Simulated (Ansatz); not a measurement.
**WC (P-6m2), a vibration from a frozen displacement**

All numbers below come from DFT PBE, scalar-relativistic, plane waves, PAW (Ansatz). Cutoff 420 eV, Γ-centred 18×18×16 k-points, Gaussian smearing of 0.15 eV. Spin–orbit coupling is left out, which matters for the heavy elements here. No spin polarisation. Energies are free energies at this smearing, counted from the undisturbed cell; pressure is positive in compression.

Zero of the scan (as given, not relaxed at this level; it stands at 8.5 GPa):

```yaml
crystal:
  lattice:
    - [2.90050, 0.00000, 0.00000]
    - [-1.45025, 2.51191, 0.00000]
    - [0.00000, 0.00000, 2.82900]
  atoms:
    - { symbol: W, position: [0.00000, 0.00000, 0.00000] }
    - { symbol: C, position: [0.66667, 0.33333, 0.50000] }
```

Every W atom is moved by x along the Cartesian unit vector (0.000, 0.000, 1.000); the cell and all other atoms stay fixed. The cell's volume is 20.61 Å³; the moved atoms weigh 183.840 u together and the others 12.011 u. Some rows repeat others by symmetry and weren't run.

| x (Å) | ΔE (meV/cell) | total force on the moved atoms along the move (eV/Å) | pressure (GPa) |
| --- | --- | --- | --- |
| -0.3000 | 712.20 | 5.0235 | 28.7286 |
| -0.2625 | 537.14 | 4.3132 | 24.0583 |
| -0.2250 | 388.48 | 3.6188 | 19.9627 |
| -0.1875 | 265.58 | 2.9369 | 16.4624 |
| -0.1500 | 167.92 | 2.2805 | 13.5888 |
| -0.1125 | 93.75 | 1.6819 | 11.3453 |
| -0.0750 | 41.47 | 1.1098 | 9.7357 |
| -0.0375 | 10.34 | 0.5518 | 8.7744 |
| 0.0000 | 0.00 | 0.0000 | 8.4542 |
| 0.0375 | 10.34 | -0.5518 | 8.7744 |
| 0.0750 | 41.47 | -1.1098 | 9.7357 |
| 0.1125 | 93.75 | -1.6819 | 11.3453 |
| 0.1500 | 167.92 | -2.2805 | 13.5888 |
| 0.1875 | 265.58 | -2.9369 | 16.4624 |
| 0.2250 | 388.48 | -3.6188 | 19.9627 |
| 0.2625 | 537.14 | -4.3132 | 24.0583 |
| 0.3000 | 712.20 | -5.0235 | 28.7286 |

Question: What frequency belongs to this motion?

Answer: The force constant is k = −dF/dx = 14.715 eV/Å², from the parabola through x = -0.0375, 0 and 0.0375. In every cell the moved atoms swing against the rest, so the mass is μ = m₁m₂/(m₁ + m₂) = 11.274 u, and ν̃ = 521.5 cm⁻¹ × √(|k|/μ) = 596 cm⁻¹, at this cell's pressure of 8.5 GPa. To first order in x, and within 1 %, the force on every atom lies along the move and, within each of the two groups, in proportion to the atom's mass, so this is itself a mode at the zone centre of this cell.

Question: How far does the harmonic law reach?

Answer: At x = -0.300 Å, kx²/2 = 662.16 meV against the computed 712.20 meV (+7.6 %): the well is still close to harmonic there.

Question: The pressure changes with x². What does that say about the frequency under compression?

Answer: With E = k(V)x²/2, k ∝ V^(−2γ) and x scaling with the cell as V^(1/3), P − P0 = −∂E/∂V = (2γ − 2/3) ΔE/V. At x = 0.0750 Å, V(P − P0) = 20.61 × 1.28144 / 160.2 eV = 164.85 meV and ΔE = 41.47 meV, so γ = 1/3 + V(P − P0)/(2ΔE) = 2.32. This is the Grüneisen parameter of the motion under uniform scaling of the cell: shrinking the cell evenly by 1 % in volume raises the frequency by about 2.32 %.

In a metal these slopes depend on the k mesh and the smearing.

The mode at 596 cm⁻¹ is essentially carbon vibrating along the c axis between nearly stationary tungsten layers, since the reduced mass lies close to that of carbon. Its high frequency combines this light mass with stiff W–C bonds, in which W 5d and C 2p states mix covalently. The horizontal mirror plane makes the well even in x, so the leading anharmonic term is quartic. It is positive here: the restoring force grows faster than linearly because repulsion in the shortened W–C contacts outweighs the softening of the lengthened ones. The same steep repulsion probably underlies the positive Grüneisen parameter of 2.32.

The compressive stress at x = 0 means that this cell is smaller than the PBE equilibrium one, in line with the functional's usual tendency to overestimate lattice constants. With this Grüneisen parameter, the mode should soften somewhat on relaxation to zero pressure. A single zone-centre mode doesn't establish dynamical stability across the Brillouin zone, nor does it give the frequency of the in-plane optical vibration.
